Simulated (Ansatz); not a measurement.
# As (R-3m) in Ansatz: notebook

One crystal, As, is run at these levels: PBE, PBEsol; tasks: elastic constants, phonons.

Program: Ansatz 0.2.0. These are calculated values, not measurements. Logs are shortened: lines on timing, memory, paths and dates and some standing lists are left out, and cuts for length are marked.

## Step 1: Starting point

Symmetry: R-3m, No. 166, trigonal system. Conventional cell: a = 3.762 Å, b = 3.762 Å, c = 10.542 Å, α = 90.00°, β = 90.00°, γ = 120.00°. As (site symmetry 3m) is surrounded by 3 As at 2.51 Å.

## Step 2: Elastic constants, PBE

input.yaml reads:

```yaml
crystal:
  lattice:
    - [1.8807968987, 1.0858785957, 3.5140619945]
    - [-1.8807968987, 1.0858785957, 3.5140619945]
    - [0.0, -2.1717571915, 3.5140619945]
  atoms:
    - { symbol: As, position: [0.226, 0.226, 0.226] }
    - { symbol: As, position: [0.774, 0.774, 0.774] }
hamiltonian:
  xc: pbe
  pseudopotentials: { kind: paw }
kpoints:
  mp_grid: { grid: [7, 7, 7] }
scf:
  occupations: { method: fermi_dirac, width: 0.05 }
output:
  forces: true
  stress: true
elastic:
  mode: relaxed_ion
  stencil: two_point
```

Potentials or basis: Ansatz PAW.

On the command line:

```bash
> ansatz run input.yaml --threads 2 --pin off --max-ram 5632MiB --backend cpu --events-out ev --progress --plain --runs-dir out
```

What it wrote:

```text
Warning: RAYON_NUM_THREADS=2 ignored (pool sized by the plan → 2); use --threads N
Engine: ansatz 0.2.0, aarch64-unknown-linux-gnu
Pseudopotentials: kind: paw
Pseudopotential: As, paw, valence charge 15, recommended cutoff 420 eV (normal), As.paw.azcp
Functional definition: PBE
  parameter kappa = 0.804
  parameter beta = 0.06672455060314922
  exchange = pbe_x(kappa = kappa, mu = beta*pi^2/3)
  correlation = pbe_c(beta = beta)
Crystal: 2 atoms, lattice volume = 43.061 Å³
Basis set: ecut = 420 eV, 845 PW (Γ), exchange–correlation on 60×60×60 points (8 copies of the dense FFT grid, shifted against one another)
Bands: 19, of which v1, the nominal top of the filled ones, is band 15 counted from 1 (14 counted from 0)
Symmetry: 12 space group operations
Space group: R-3m (ITA 166), of the structure as read, at distance tolerance 3.5e-5 Å
k-points: 44 of 343
Non-local potential: As, projectors of the file, l = 0: 2, l = 1: 2, l = 2: 3, l = 3: 1
PAW form: soft (Blöchl's): semilocal exchange-correlation on the pseudo side does not see the compensation charge
PAW one-centre angular grid: As, 590 points (default); XC on 64 Gauss nodes
Initial density: superposition of atomic densities (neutral atoms: chi_scale 0, normalization atom), corrected by the library's trained network
Initial wavefunctions: pseudopotential atomic-orbital guess
Functional: x = pbe(κ = 0.804, μ = 0.2195149727645171), c = pbe(β = 0.06672455060314922)
SCF iter   1: F=—  HF=-9712.271832 eV  |F-HF|=—  |Δ(HF+E_count)|=         —  Δρ=1.24e-3  dr2=3.71e-4  ethr=1.77e-3  ⟨swp⟩=5.9  Hψ=3966  notcnv=0
preconditioner: auto → Kerker (q_TF=auto, 2.569 Å⁻¹)  [metal: Δε(μ)=0.026 eV  Ē_g=10.265 eV  σ=0.050 eV  W_gap=0.13  n_scr=14 (ndim 8)  ℏωp=17.9 eV  f_vac=0.007  D(μ)=0.35/eV (n_scr^D=0)]
SCF iter   2: F=—  HF=-9712.271884 eV  |F-HF|=—  |Δ(HF+E_count)|=   5.18e-5  Δρ=7.92e-4  dr2=1.58e-4  ethr=1.24e-6  ⟨swp⟩=2.0  Hψ=1846  notcnv=0
SCF iter   3: F=—  HF=-9712.272016 eV  |F-HF|=—  |Δ(HF+E_count)|=   1.33e-4  Δρ=4.10e-4  dr2=5.68e-5  ethr=5.25e-7  ⟨swp⟩=2.0  Hψ=1489  notcnv=0
SCF iter   4: F=—  HF=-9712.272071 eV  |F-HF|=—  |Δ(HF+E_count)|=   5.41e-5  Δρ=1.02e-4  dr2=5.67e-6  ethr=1.89e-7  ⟨swp⟩=2.0  Hψ=1057  notcnv=0
SCF iter   5: F=—  HF=-9712.272069 eV  |F-HF|=—  |Δ(HF+E_count)|=   1.25e-6  Δρ=3.02e-5  dr2=6.43e-7  ethr=1.89e-8  ⟨swp⟩=2.0  Hψ=1497  notcnv=0
SCF iter   6: F=—  HF=-9712.272070 eV  |F-HF|=—  |Δ(HF+E_count)|=   6.27e-7  Δρ=1.21e-5  dr2=6.75e-8  ethr=2.14e-9  ⟨swp⟩=2.0  Hψ=1497  notcnv=0
SCF iter   7: F=—  HF=-9712.272070 eV  |F-HF|=—  |Δ(HF+E_count)|=   2.64e-8  Δρ=3.26e-6  dr2=5.11e-9  ethr=2.25e-10  ⟨swp⟩=2.0  Hψ=1497  notcnv=0
SCF iter   8: F=—  HF=-9712.272070 eV  |F-HF|=—  |Δ(HF+E_count)|=  4.18e-10  Δρ=6.56e-7  dr2=2.44e-10  ethr=1.70e-11  ⟨swp⟩=2.0  Hψ=1497  notcnv=0
SCF iter   9: F=—  HF=-9712.272070 eV  |F-HF|=—  |Δ(HF+E_count)|=  1.51e-10  Δρ=3.01e-7  dr2=3.08e-11  ethr=8.14e-13 (applied; sched 1.00e-12)  ⟨swp⟩=2.0  Hψ=1497  notcnv=0
SCF iter  10: F=—  HF=-9712.272070 eV  |F-HF|=—  |Δ(HF+E_count)|=  2.91e-11  Δρ=5.16e-8  dr2=1.11e-12  ethr=1.03e-13 (applied; sched 1.00e-12)  ⟨swp⟩=2.0  Hψ=1497  notcnv=0
SCF iter  11: F=-9712.272070 eV  HF=-9712.272070 eV  |F-HF|=0.00e0  |Δ(HF+E_count)|=  1.82e-12  Δρ=1.03e-8  dr2=5.52e-14  ethr=1.00e-12  ⟨swp⟩=2.4  Hψ=3189  notcnv=0
SCF 1 converged in 11 iterations: F = -9712.272070 eV  dr2 = 5.52e-14
relax step   1: F+E_penalty+E_count = -9712.27206992 eV  Δ(F+E_penalty+E_count) = +0.000e0 eV  max|allowed force component| = 3.909e-1 eV/Å  Δτ_max = 0.0000 Å  (11 SCF iters, accepted)
Initial density: handed on by an earlier stage of this run
Initial wavefunctions: pseudopotential atomic-orbital guess (no wavefunctions were taken with the density)
SCF iter   1: F=—  HF=-9721.904744 eV  |F-HF|=—  |Δ(HF+E_count)|=         —  Δρ=2.84e-1  dr2=2.50e1  ethr=3.10e-3  ⟨swp⟩=6.0  Hψ=4063  notcnv=0
preconditioner: auto → none  [insulator: Δε(μ)=0.122 eV  Ē_g=10.039 eV  σ=0.050 eV  W_gap=0.51  n_scr=14 (ndim 8)  ℏωp=17.9 eV  f_vac=0.006  D(μ)=0.15/eV (n_scr^D=0)  ε∞_Penn≈4.2]
SCF iter   2: F=—  HF=-9712.281936 eV  |F-HF|=—  |Δ(HF+E_count)|=    9.62e0  Δρ=8.61e-2  dr2=9.36e-1  ethr=3.10e-3  ⟨swp⟩=4.0  Hψ=2845  notcnv=0
SCF iter   3: F=—  HF=-9712.182490 eV  |F-HF|=—  |Δ(HF+E_count)|=   9.94e-2  Δρ=2.99e-2  dr2=1.04e-1  ethr=3.10e-3  ⟨swp⟩=2.3  Hψ=1706  notcnv=0
SCF iter   4: F=—  HF=-9712.270796 eV  |F-HF|=—  |Δ(HF+E_count)|=   8.83e-2  Δρ=1.92e-3  dr2=1.23e-3  ethr=3.47e-4  ⟨swp⟩=2.8  Hψ=1767  notcnv=0
SCF iter   5: F=—  HF=-9712.278223 eV  |F-HF|=—  |Δ(HF+E_count)|=   7.43e-3  Δρ=6.96e-4  dr2=1.48e-4  ethr=4.11e-6  ⟨swp⟩=2.0  Hψ=1672  notcnv=0
SCF iter   6: F=—  HF=-9712.278154 eV  |F-HF|=—  |Δ(HF+E_count)|=   6.88e-5  Δρ=1.19e-4  dr2=3.25e-6  ethr=4.94e-7  ⟨swp⟩=2.0  Hψ=1497  notcnv=0
SCF iter   7: F=—  HF=-9712.278150 eV  |F-HF|=—  |Δ(HF+E_count)|=   3.58e-6  Δρ=1.57e-5  dr2=6.13e-8  ethr=1.08e-8  ⟨swp⟩=2.0  Hψ=1497  notcnv=0
SCF iter   8: F=—  HF=-9712.278150 eV  |F-HF|=—  |Δ(HF+E_count)|=   1.01e-7  Δρ=2.00e-6  dr2=7.56e-10  ethr=2.04e-10  ⟨swp⟩=2.0  Hψ=1500  notcnv=0
[... 267 lines left out ...]
SCF iter   7: F=-9712.280458 eV  HF=-9712.280458 eV  |F-HF|=1.82e-12  |Δ(HF+E_count)|=  1.82e-12  Δρ=1.32e-8  dr2=5.59e-14  ethr=1.00e-12  ⟨swp⟩=4.2  Hψ=6740  notcnv=0
SCF 26 converged in 7 iterations: F = -9712.280458 eV  dr2 = 5.59e-14
relax step   2: F+E_penalty+E_count = -9712.28045774 eV  Δ(F+E_penalty+E_count) = -2.023e-5 eV  max|allowed force component| = 1.794e-5 eV/Å  Δτ_max = 0.0015 Å  (7 SCF iters, accepted)
iter 1 solved again at ethr=1.00e-12 eV; its pass at ethr=3.10e-3 eV (dr2=8.26e-14 eV) is discarded
SCF iter   1: F=—  HF=-9712.280458 eV  |F-HF|=—  |Δ(HF+E_count)|=         —  Δρ=1.97e-8  dr2=8.10e-14  ethr=1.00e-12  ⟨swp⟩=1.0  Hψ=8634  notcnv=0
SCF iter   2: F=-9712.280458 eV  HF=-9712.280458 eV  |F-HF|=3.64e-12  |Δ(HF+E_count)|=   8.95e-8  Δρ=1.08e-8  dr2=3.12e-14  ethr=1.00e-12  ⟨swp⟩=4.5  Hψ=6836  notcnv=0
SCF 27 converged in 2 iterations: F = -9712.280458 eV  dr2 = 3.12e-14
SCF converged after 7 iterations
Free energy (F): -9712.280477 eV
Harris-Foulkes:  -9712.280477 eV  (|F-HF|=1.82e-12)
Internal energy: -9712.278002 eV  (E = F + TS)
E sigma→0 (E₀):  -9712.279240 eV
Entropy (-TS):   -0.002475 eV (-1.238 meV/atom)
Fermi energy:    10.787433 eV
--- Per-component energies (eV) ---
  E_band       = -466.788246
  E_kinetic    = 205.054685
  E_local      = -3329.211901  (includes V_loc(G=0)·N_el)
  E_nonlocal   = -1341.456615
  E_hartree    = 1845.656507
  E_xc         = -158.609053
  E_vxc        = -158.622551  (∫ρ·V_xc dr)
  E_paw        = -3669.078112  (= ΣΔE_a)
  E_vpaw       = 466.135111  (= ΣTr[D̂ρ^β])
  E_aug_tail   = 0.000016  (compensation charges beyond the density's cutoff)
  E_ewald      = -3264.633529
  E_smearing   = -0.002475  (= −TS)
  E_closure    = -0.000000  (closes the sum)
  Σ components = -9712.280477   (vs F -9712.280477, Δ=0.00e0)
--- Forces (eV/Å), atoms counted from 1 ---
  atom   1  As     0.00000000     0.00000000    -0.00004982
  atom   2  As    -0.00000000    -0.00000000     0.00004982
  max |Σ_I F_I| component: 4.63e-18 eV/Å
--- Stress (GPa, compression-positive) ---
        3.083915      -0.000000      -0.000000
        0.000000       3.083915       0.000000
       -0.000000       0.000000       1.538786
  P = ⅓ Tr σ = 2.5689 GPa (25.689 kbar)
--- Band table (eV; the first three rows and the last of 44) ---
  k-point 0: bands = ["-25.5563", "-25.5563", "-25.5127", "-25.5127", "-25.4853", "-25.4477", "-25.4477", "-25.4363", "-25.4036", "-25.4036", "-4.2442", "4.8813", "8.1451", "8.8158", "8.8158", "12.5990", "13.7127", "13.7127", "17.5947"]
  k-point 1: bands = ["-25.5538", "-25.5504", "-25.5108", "-25.5086", "-25.4836", "-25.4504", "-25.4485", "-25.4396", "-25.4088", "-25.4065", "-3.9708", "4.0114", "8.1755", "8.6371", "8.7950", "12.7544", "13.2658", "13.4048", "16.5366"]
  k-point 2: bands = ["-25.5479", "-25.5346", "-25.5061", "-25.4979", "-25.4787", "-25.4581", "-25.4535", "-25.4473", "-25.4211", "-25.4137", "-3.1660", "2.1303", "7.9554", "8.3057", "9.3733", "11.7190", "12.2897", "12.6203", "17.1442"]
  k-point 43: bands = ["-25.5433", "-25.5399", "-25.5066", "-25.5044", "-25.4800", "-25.4525", "-25.4505", "-25.4422", "-25.4214", "-25.4186", "-2.6725", "0.7471", "6.8934", "8.5032", "10.0384", "12.2811", "12.3167", "14.3420", "18.3055"]
--- Elastic constants: 3 strain directions × 2 members + reference (group order 12) ---
  dense FFT box of the reference and of every strained cell: 30×30×30
  strains applied: 11, 33, 23; error gains: componentwise 1.00 (the most a stress slope's error grows in a printed constant), spectral 1.41 (1 for all six strains in a standard setting)
  reference relaxed by the batch: 4 steps; max|allowed force component| 3.91e-1 eV/Å at the deck's positions, 5.00e-5 at the last accepted step, 4.98e-5 by the solve of record
  largest displacement 2.2e-2 Å; the constants are those of the deck's cell at these positions:
  atoms:
    - { symbol: As, position: [0.2280657746621785, 0.2280657746621785, 0.22806577466217848] }
    - { symbol: As, position: [0.771934225337822, 0.771934225337822, 0.7719342253378217] }
  C = ∂σ_k/∂η_j (tension-positive GPa; Voigt order 11 22 33 23 13 12):
       125.062     65.308     42.391    -18.266      0.000      0.000
        65.308    125.062     42.391     18.266      0.000      0.000
        40.803     40.803     33.065      0.000      0.000      0.000
       -18.313     18.313      0.000     33.037      0.000      0.000
        -0.000      0.000     -0.000     -0.000     33.037    -18.313
        -0.000      0.000     -0.000     -0.000    -18.266     29.877
  reference stress σ⁰ (GPa):     -3.084     -3.084     -1.539     -0.000      0.000      0.000
  C* (energy form; C + prestress term) asymmetry max|C*_kj − C*_jk| = 4.729e-2 GPa — a small one proves nothing (zero by symmetry where the batch's group is 432, −43m or m−3m); a large one is finite-difference/SCF noise where every solve meets its electron count
  moduli (Voigt/Reuss/Hill, GPa): K = 64.47/31.45/47.96   G = 28.17/15.18/21.68   E = 56.51   ν = 0.304
  mechanically stable: yes (min eigenvalue of sym C = 13.10 GPa)
  strain η (Voigt 11):  stress-route row diagonal C_11 = 125.06 GPa, energy-path curvature d²(F+E_count+ΔE)/dδ²/Ω₀ = 124.92 GPa
         δ    σ_11 (GPa)             F (eV)   n_scf  n_hpsi   n_pw
    -2.000e-3      -3.3358       -9712.2787513       2   16973    855   relax 4 steps, max|allowed force component| 1.38e-5 eV/Å
     2.000e-3      -2.8355       -9712.2820662       2   16976    855   relax 3 steps, max|allowed force component| 1.52e-6 eV/Å
  strain η (Voigt 33):  stress-route row diagonal C_33 = 33.07 GPa, energy-path curvature d²(F+E_count+ΔE)/dδ²/Ω₀ = 33.04 GPa
         δ    σ_33 (GPa)             F (eV)   n_scf  n_hpsi   n_pw
    -2.000e-3      -1.6059       -9712.2796292       2    7464    852   relax 2 steps, max|allowed force component| 4.17e-5 eV/Å
     2.000e-3      -1.4736       -9712.2812864       2    7480    861   relax 2 steps, max|allowed force component| 3.72e-5 eV/Å
  strain η (Voigt 23):  stress-route row diagonal C_44 = 33.04 GPa, energy-path curvature d²(F+E_count+ΔE)/dδ²/Ω₀ = 34.19 GPa
         δ    σ_23 (GPa)             F (eV)   n_scf  n_hpsi   n_pw
    -2.000e-3      -0.0663       -9712.2804575       2   16961    855   relax 3 steps, max|allowed force component| 4.62e-5 eV/Å
     2.000e-3       0.0658       -9712.2804577       2   17070    855   relax 2 steps, max|allowed force component| 1.79e-5 eV/Å
```

Wall time 42 s (2 threads of Arm Neoverse V2, shared host); peak memory 0.38 GiB.

Results:

* Free energy: -9712.2805 eV
* Pressure: 2.6 GPa
* Band gap on the k mesh: none (metal or under the smearing width)
* Voigt bulk modulus: 64 GPa

Stress tensor (GPa, compression positive):
```
3.08 0.00 0.00
0.00 3.08 0.00
0.00 0.00 1.54
```

Levels at points of the mesh, in eV from the Fermi level:
```
           k point  band 12  band 13  band 14  band 15  band 16  band 17  band 18  band 19
(0.00, 0.00, 0.00)    -5.91    -2.64    -1.97    -1.97     1.81     2.93     2.93     6.81
```

Elastic tensor in Voigt notation (GPa, in the Cartesian axes of the cell as first typed):
```
125  65  42 -18   0   0
 65 125  42  18   0   0
 41  41  33   0   0   0
-18  18   0  33   0   0
  0   0   0   0  33 -18
  0   0   0   0 -18  30
```

Caveat: elastic constants of metals need much finer meshes, so these are rough.

## Step 3: Phonons, PBEsol

Edit input.yaml of step 2 so:

```diff
@@ -9,3 +9,3 @@
 hamiltonian:
-  xc: pbe
+  xc: pbesol
   pseudopotentials: { kind: paw }
@@ -15,7 +15,3 @@
   occupations: { method: fermi_dirac, width: 0.05 }
-output:
-  forces: true
-  stress: true
-elastic:
-  mode: relaxed_ion
-  stencil: two_point
+phonons:
+  method: dfpt
```

Potentials or basis: Ansatz PAW.

On the command line:

```bash
> ansatz run input.yaml --threads 2 --pin off --max-ram 5632MiB --backend cpu --events-out ev --progress --plain --runs-dir out
```

What it wrote:

```text
Warning: RAYON_NUM_THREADS=2 ignored (pool sized by the plan → 2); use --threads N
[... 3 set-up lines as earlier in the session ...]
Functional definition: PBEsol
  exchange = pbesol_x
  correlation = pbesol_c
Crystal: 2 atoms, lattice volume = 43.061 Å³
Basis set: ecut = 420 eV, 845 PW (Γ), exchange–correlation on 60×60×60 points (8 copies of the dense FFT grid, shifted against one another)
Bands: 19, of which v1, the nominal top of the filled ones, is band 15 counted from 1 (14 counted from 0)
[... 1 set-up line as earlier in the session ...]
k-points: 100 of 343 (irreducible under 2 space group operations, time reversal used)
[... 2 set-up lines as earlier in the session ...]
PAW frozen core: As, regenerated for the run's functional, and the local potential with it (the file was generated under x = pbe(κ = 0.804, μ = 0.2195149727645171), c = pbe(β = 0.06672455060314922))
[... 3 set-up lines as earlier in the session ...]
Functional: x = pbesol(κ = 0.804, μ = 0.12345679012345678), c = pbesol(β = 0.046)
SCF iter   1: F=—  HF=-9626.054287 eV  |F-HF|=—  |Δ(HF+E_count)|=         —  Δρ=2.12e-3  dr2=1.60e-3  ethr=1.77e-3  ⟨swp⟩=5.9  Hψ=8973  notcnv=0
[... 17 lines left out ...]
E sigma→0 (E₀):  -9626.052539 eV
Entropy (-TS):   -0.002451 eV (-1.226 meV/atom)
Fermi energy:    10.603287 eV
--- Per-component energies (eV) ---
  E_band       = -471.264241
  E_kinetic    = 205.265948
  E_local      = -3350.226453  (includes V_loc(G=0)·N_el)
  E_nonlocal   = -1336.805525
  E_hartree    = 1852.494363
  E_xc         = -157.513458
  E_vxc        = -158.552764  (∫ρ·V_xc dr)
  E_paw        = -3584.791629  (= ΣΔE_a)
  E_vpaw       = 464.065829  (= ΣTr[D̂ρ^β])
  E_aug_tail   = 0.000015  (compensation charges beyond the density's cutoff)
  E_ewald      = -3256.407433
  E_core_change = 1.932857  (= ΣΔE_core)
  E_smearing   = -0.002451  (= −TS)
  E_closure    = 0.000000  (closes the sum)
  Σ components = -9626.053765   (vs F -9626.053765, Δ=0.00e0)
--- Band table (eV; the first three rows and the last of 100) ---
  k-point 0: bands = ["-25.6983", "-25.6983", "-25.6520", "-25.6520", "-25.6195", "-25.5813", "-25.5813", "-25.5704", "-25.5364", "-25.5364", "-4.4600", "4.8012", "8.1280", "8.5920", "8.5920", "12.2022", "13.5120", "13.5120", "17.4836"]
  k-point 1: bands = ["-25.6962", "-25.6924", "-25.6499", "-25.6475", "-25.6180", "-25.5842", "-25.5820", "-25.5742", "-25.5413", "-25.5391", "-4.1863", "3.9033", "8.0586", "8.3929", "8.6526", "12.4581", "13.1193", "13.3012", "16.2979"]
  k-point 2: bands = ["-25.6912", "-25.6765", "-25.6447", "-25.6358", "-25.6136", "-25.5925", "-25.5892", "-25.5808", "-25.5527", "-25.5456", "-3.3811", "1.9818", "7.7821", "8.0248", "9.2681", "11.5064", "12.2448", "12.6196", "16.9304"]
  k-point 99: bands = ["-25.6871", "-25.6832", "-25.6461", "-25.6438", "-25.6150", "-25.5858", "-25.5835", "-25.5763", "-25.5526", "-25.5497", "-2.9636", "0.7687", "6.6204", "8.2489", "9.9277", "12.0846", "12.1930", "14.2049", "18.0668"]
--- Phonons (Γ-DFPT): 2 representative perturbations + reference, on 100 of 343 k-points (Σ response iterations 6) ---
  k mesh reduced under 2 symmetry operations, with k and −k counted as one. Each operation leaves every solved perturbation unchanged. A smaller set is not used because it would not reduce the number of displacements times k-points to solve
  ASR residual: 3.658e-5 → 0.000e0 eV/Å²; symmetrization residual: 2.306e-5 eV/Å²
  ASR residual per site (eV/Å²): 3.66e-5 3.66e-5
  Γ frequencies (cm⁻¹): 0.00 0.00 0.00 194.94 194.94 255.75
  non-analytic LO–TO correction: not included (Born effective charges unavailable; polar crystals: no LO–TO splitting at Γ)
```

second_order_force_constants.tsv:

```text
# format = ansatz-second-order-force-constants/2
# a1_ang = 1.880796898680839e0 1.0858785957277293e0 3.51406199450515e0
# a2_ang = -1.880796898680839e0 1.0858785957277293e0 3.51406199450515e0
[... 33 lines left out ...]
0	1	0	0	0	1	-5.235008154984969e0	-1.5777218104420236e-30	-1.4343284009063517e-22	-1.5777218104420236e-30	-5.235008154984969e0	1.790761276454586e-11	-1.4343284009063517e-22	1.790761276454586e-11	-9.010729466367025e0
1	0	0	0	0	0	-5.235008154984969e0	-1.5777218104420236e-30	-1.4343284009063517e-22	-1.5777218104420236e-30	-5.235008154984969e0	1.790761276454586e-11	-1.4343284009063517e-22	1.790761276454586e-11	-9.010729466367025e0
1	1	0	0	0	1	5.235008154984969e0	1.5777218104420236e-30	1.4343284009063517e-22	1.5777218104420236e-30	5.235008154984969e0	-1.790761276454586e-11	1.4343284009063517e-22	-1.790761276454586e-11	9.010729466367025e0
```

Wall time 14 s (2 threads of Arm Neoverse V2, shared host); peak memory 0.55 GiB.

Results:

```yaml
Free_energy: -9626.0538 eV
Band_gap_on_the_k_mesh: none (metal or under the smearing width)
Highest_phonon_frequency_at_Γ: 256 cm⁻¹
```

Phonon frequencies in cm⁻¹ (negative: imaginary):
| q point | frequencies |
| --- | --- |
| (0.000, 0.000, 0.000) | 0 0 0 195 195 256 |

Caveat: the PAW data sets come from PBE, with cores solved anew for the run's functional, which leaves a small shift of forces and pressure.

## Step 4: Elastic constants, PBEsol

Edit input.yaml of step 3 so:

```diff
@@ -15,3 +15,7 @@
   occupations: { method: fermi_dirac, width: 0.05 }
-phonons:
-  method: dfpt
+output:
+  forces: true
+  stress: true
+elastic:
+  mode: relaxed_ion
+  stencil: two_point
```

On the command line:

```bash
> ansatz run input.yaml --threads 2 --pin off --max-ram 5632MiB --backend cpu --events-out ev --progress --plain --runs-dir out
```

Run time: 42 s. Hardware: 2 threads of Arm Neoverse V2, shared host; peak memory 0.39 GiB.

It converged, with:

```yaml
Free_energy: -9626.0600 eV
Pressure: -0.7 GPa
Band_gap_on_the_k_mesh: none (metal or under the smearing width)
Voigt_bulk_modulus: 59 GPa
```

Stress tensor (GPa, compression positive):
```
-0.22  0.00  0.00
 0.00 -0.22  0.00
 0.00  0.00 -1.74
```

Levels at points of the mesh, in eV from the Fermi level:
```tsv
k point	band 11	band 12	band 13	band 14	band 15	band 16	band 17	band 18	band 19
(0.00, 0.00, 0.00)	-15.01	-5.86	-2.59	-1.93	-1.93	1.79	2.95	2.95	6.80
```

Elastic tensor in Voigt notation (GPa, in the Cartesian axes of the cell as first typed):
```
120  59  37 -18   0   0
 59 120  37  18   0   0
 36  36  27   0   0   0
-18  18   0  31   0   0
  0   0   0   0  31 -18
  0   0   0   0 -18  31
```

Caveat: elastic constants of metals need much finer meshes, so these are rough; the PAW data sets come from PBE, with cores solved anew for the run's functional, which leaves a small shift of forces and pressure.

## Step 5: Summary

| task | level | atoms under strain | gap on the mesh (eV) | pressure (GPa) |
| --- | --- | --- | --- | --- |
| elastic constants | PBE | relaxed | none | 2.6 |
| phonons | PBEsol | - | none | - |
| elastic constants | PBEsol | relaxed | none | -0.7 |

Alike in all rows: potentials or basis Ansatz PAW; no spin polarisation; cell as given; k mesh 7 × 7 × 7; cutoff (eV) 420; smearing fermi-dirac 0.05 eV.

Every run on the cell as given and a fine mesh finds a metal.

Caveats: elastic constants of metals need much finer meshes, so these are rough (some runs); the PAW data sets come from PBE, with cores solved anew for the run's functional, which leaves a small shift of forces and pressure (some runs).

Total energies depend on the potentials used, so only differences within one code and one set of settings carry meaning.
